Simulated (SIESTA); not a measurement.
## Ru: equation of state with PBEsol

Ru:

```
Ru
1.0
     2.70580    0.00000    0.00000
    -1.35290    2.34329    0.00000
     0.00000    0.00000    4.28190
Ru
2
Cartesian
  1.3529 0.7811 3.2114
  0.0000 1.5622 1.0705
```

* Program: SIESTA 5.4.2
* Task: equation of state
* Functional: PBEsol
* Potentials or basis: PseudoDojo 0.4 standard (PBEsol files)
* Basis: DZP (energy shift 0.003 Ry; two zetas on semicore shells)
* Grid cutoff: 800 Ry
* Energy shift: 0.003 Ry
* k mesh: 11 × 11 × 6
* Occupations: fermi-dirac, width 0.05 eV
* Spin: no spin polarisation

| Property | Result |
| --- | --- |
| Equilibrium volume | 13.47 Å³/atom |
| Bulk modulus at fixed shape and positions | 344 GPa |
| Pressure derivative of the bulk modulus | 5.0 (rough: it moves with the points fitted) |

Energy against volume, from the lowest point:
| volume (Å³/atom) | energy (meV/atom) |
| --- | --- |
| 12.760 | 44.07 |
| 13.032 | 15.78 |
| 13.303 | 1.55 |
| 13.575 | 0.00 |
| 13.846 | 9.93 |
| 14.118 | 29.65 |
| 14.389 | 58.08 |

All runs of the series together: 20 min on 1 thread of AMD EPYC 7571, with other jobs on the host.

Caveat: the cell was scaled at fixed shape and fractional positions, which overstates the stiffness of a crystal with free parameters, most of all of layers and chains; the basis of atomic orbitals isn't converged, which shifts pressures, moduli and gaps.
